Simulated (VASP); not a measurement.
# Settings for Ta: self-consistent run

Ta, I4/mmm (no. 139), 1 atom in the cell. OptB86b-vdW; PAW potentials Ta_pv (PBE set). VASP 6.6.1.

Wanted: energy within 2 meV/atom; stress within 0.2 GPa.

What the run is for: all; Accuracy asked: standard.

POSCAR:
```
Ta
1.0
   -1.6512800000      1.6512800000      1.6677928000
    1.6512800000     -1.6512800000      1.6677928000
    1.6512800000      1.6512800000     -1.6677928000
Ta
1
Direct
    0.0000000000      0.0000000000      0.0000000000
```

The series start from Plane-wave cutoff (eV): 290; Smearing width (eV): 0.03; k-point mesh: 15 × 15 × 15; Precision mode (PREC): Accurate; Density mixing: defaults; Use of symmetry (ISYM): defaults. Each series keeps the choices made before it, and each single choice may use up half of a tolerance.

## Plane-wave cutoff (eV)

| Plane-wave cutoff (eV) | Energy less reference (meV/atom) | Stress, largest deviation (GPa) | SCF iterations | Time (s) |
|---|---|---|---|---|
| 180 | -33.5 | 12.78 | 11 | 5.8 |
| 220 | -2.9 | 1.16 | 11 | 7.1 |
| 260 | 1.2 | 0.60 | 10 | 6.3 |
| 290 | 1.7 | 0.57 | 11 | 6.9 |
| 340 | 0.0 | 0.23 | 11 | 15 |
| 390 | -0.1 | 0.05 | 11 | 13 |
| 470 | 0.1 | 0.03 | 11 | 17 |
| 590 (reference) | 0.0 | 0.00 | 11 | 21 |

Chosen: 390, the loosest value from which every tighter one stays within half of the tolerance.

## Smearing width (eV)

| Smearing width (eV) | Energy less reference (meV/atom) | Stress, largest deviation (GPa) | SCF iterations | Time (s) |
|---|---|---|---|---|
| 0.15 | -0.6 | 0.88 | 11 | 14 |
| 0.1 | 0.5 | 0.55 | 11 | 14 |
| 0.07 | 0.4 | 0.35 | 11 | 14 |
| 0.05 | 0.1 | 0.23 | 11 | 14 |
| 0.03 | 0.0 | 0.09 | 11 | 13 |
| 0.02 (reference) | 0.0 | 0.00 | 11 | 14 |

Chosen: 0.03.

## k-point mesh

| k-point mesh | Energy less reference (meV/atom) | Stress, largest deviation (GPa) | SCF iterations | Time (s) |
|---|---|---|---|---|
| 5 × 5 × 5 | 76.2 | 4.22 | 11 | 5.7 |
| 6 × 6 × 6 | 86.0 | 4.85 | 11 | 5.6 |
| 8 × 8 × 8 | -24.7 | 2.16 | 11 | 7.0 |
| 10 × 10 × 10 | 3.3 | 1.50 | 11 | 8.9 |
| 13 × 13 × 13 | 1.8 | 0.66 | 11 | 11 |
| 15 × 15 × 15 | 1.1 | 0.42 | 11 | 13 |
| 18 × 18 × 18 | -0.6 | 0.30 | 11 | 20 |
| 22 × 22 × 22 | 1.3 | 0.10 | 11 | 28 |
| 26 × 26 × 26 (reference) | 0.0 | 0.00 | 11 | 47 |

Chosen: 26 × 26 × 26; the next looser run is off by more than half of the tolerance, so convergence isn't shown beyond this value.

## Precision mode (PREC)

| Precision mode (PREC) | Energy less reference (meV/atom) | Stress, largest deviation (GPa) | SCF iterations | Time (s) |
|---|---|---|---|---|
| Low | -0.3 | 0.16 | 11 | 21 |
| SingleN | -0.3 | 0.16 | 11 | 17 |
| Normal | 0.0 | 0.01 | 11 | 20 |
| Accurate (reference) | 0.0 | 0.00 | 11 | 47 |

Chosen: Normal.

## Density mixing

| Density mixing | Energy less reference (meV/atom) | Stress, largest deviation (GPa) | SCF iterations | Time (s) |
|---|---|---|---|---|
| defaults | 0.0 | 0.00 | 11 | 20 |
| BMIX=0.0001 | 0.0 | 0.01 | 10 | 18 |
| AMIN=0.01 | 0.0 | 0.00 | 11 | 18 |
| MIXPRE=2 | 0.0 | 0.00 | 11 | 18 |
| AMIX=0.6 | 0.0 | 0.01 | 10 | 18 |
| AMIX=0.1 | 0.0 | 0.03 | 12 | 20 |
| MIXPRE=0 | 0.0 | 0.00 | 11 | 20 |

Chosen: defaults; no other choice that stays within half of the tolerance saves 30 % of the time.

## Use of symmetry (ISYM)

| Use of symmetry (ISYM) | Energy less reference (meV/atom) | Stress, largest deviation (GPa) | SCF iterations | Time (s) |
|---|---|---|---|---|
| defaults | 0.0 | 0.00 | 11 | 20 |
| ISYM=1 | 0.0 | 0.00 | 11 | 21 |
| ISYM=0 | 0.0 | 0.00 | 11 | 107 |
| ISYM=-1 | 0.0 | 0.00 | 11 | 192 |

Chosen: defaults.

## All choices together

| Input | Energy less reference (meV/atom) | Stress, largest deviation (GPa) | Time (s) |
|---|---|---|---|
| the program's defaults (naive) | 81.4 | 2.42 | 1.3 |
| chosen settings | -0.1 | 0.09 | 20 |
| reference settings throughout | 0.0 | 0.00 | 60 |

The chosen settings stay within the tolerance of the reference run, but the reference itself isn't shown to be converged in: k-point mesh.

Values of the reference run: Stress: -2.017, 0, 0, 0, -2.017, 0, 0, 0, -3.184 GPa.

## The input

INCAR:
```
SYSTEM = Ta
GGA      = MK             ! functional
LUSE_VDW = .True.       
AGGAC    = 0.0          
PARAM1   = 0.1234       
PARAM2   = 1.0          
ISMEAR   = -1             ! smearing method
SIGMA    = 0.03           ! smearing width, eV
LWAVE    = .False.        ! write WAVECAR
LCHARG   = .False.        ! write CHGCAR
ISIF     = 2              ! what is computed and relaxed
PREC     = Normal         ! precision mode
LASPH    = .True.         ! aspherical terms in the spheres
LREAL    = .False.        ! projectors in reciprocal space
ALGO     = Normal         ! electronic algorithm
EDIFF    = 1E-6           ! SCF threshold, eV
NELM     = 120            ! most SCF steps
GGA_COMPAT= .False.      
ENCUT    = 390            ! plane-wave cutoff, eV
```

KPOINTS:
```
Automatic mesh
0
Gamma
  26 26 26
  0 0 0
```

Commands:
```
cat potpaw_PBE.64/Ta_pv/POTCAR > POTCAR
mpirun -np 1 vasp_std > vasp.out
```

The chosen input took VASP 6.6.1 20 s on 1 core (Intel Xeon 6975P-C (Granite Rapids)), a shared host.

## An input that fails: smearing far too wide

It runs to its end, but against the unchanged starting input it is off by 92.7 meV/atom in the energy, 9.25 GPa in the stress.

Changes against the starting input:
```
- ISMEAR = -1
- SIGMA = 0.03
- NELM = 120
+ ISMEAR = 0
+ SIGMA = 2.0
+ NELM = 74
```
